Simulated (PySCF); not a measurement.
Compounds:

A. `CC1CC1`
B. SMILES C=CCC
C. SMILES C1=NN([SiH3])N=C1C

Spectrum 1. ¹H NMR (300 MHz, computed): δ 6.15 (ddt, J = 17.4, 11.2, 7.8 Hz, 1H), 5.38 (dt, J = 17.4, 1.6 Hz, 1H), 5.20 (dt, J = 11.2, 1.2 Hz, 1H), 2.13 (quint of t, J = 7.9, 1.4 Hz, 2H), 1.06 (t, J = 7.9 Hz, 3H). ¹³C{¹H} NMR (computed): δ 150.2 (CH), 120.2 (CH2), 34.1 (CH2), 17.4 (CH3).

Spectrum 2. ¹H NMR (300 MHz, computed): δ 1.09 (d, J = 6.3 Hz, 3H), 0.67 (tqt, J = 9.0, 6.3, 5.3 Hz, 1H), 0.43 (m, 2H), -0.07 (m, 2H). ¹³C{¹H} NMR (computed): δ 21.8 (CH3), 8.2 (CH), 7.2 (CH2).

Spectrum 3. ¹H NMR (300 MHz, computed): δ 7.77 (s, 1H), 5.26 (s, 3H), 2.55 (s, 3H). ¹³C{¹H} NMR (computed): δ 151.1 (C), 142.8 (CH), 13.0 (CH3).

Theoretical values (PySCF): shielding tensors at PBE0/pcSseg-1 (GIAO), spin–spin couplings from B3LYP/pcJ-1 (spin–dipole term left out of most H,H and C,H couplings), GFN2-xTB geometry. In vacuum, a single conformation, fast rotation and ring inversion assumed for equivalent nuclei, relativity neglected.

Referencing at the same level of theory: ¹H, ¹³C vs TMS. Multiplet labels drop J under 1 Hz and among equivalent protons, and merge close values. Unscaled 3J(H,H) run several per cent high. Where no couplings were computed, multiplicities follow the n + 1 count of equivalent neighbours, and m marks all less simple cases (inequivalent or close neighbours, rings, F or P nearby). Shifts are as computed. Against solution values, carbons near 30 ppm lie about +3 ppm off and those near 130 ppm about +5 ppm. Of 1211 compounds with measured shifts, 218 miss one by over three times the rms of a fit or turn the order of signals round; such compounds aren't used in these exercises.

Q: Match each spectrum to its structure.

A: 1–B, 2–A, 3–C.

- Spectrum 1 (B): 4 ¹³C signals; δC 150.2 is an alkene CH; δC 120.2 is a terminal =CH2 carbon.
- Spectrum 2 (A): 3 ¹³C signals; δC 21.8 is a methyl carbon; δC 8.2 is a three-membered-ring carbon.
- Spectrum 3 (C): 3 ¹³C signals; δC 142.8 is an aromatic CH next to a ring nitrogen; δC 13.0 is a methyl carbon on an aromatic ring.
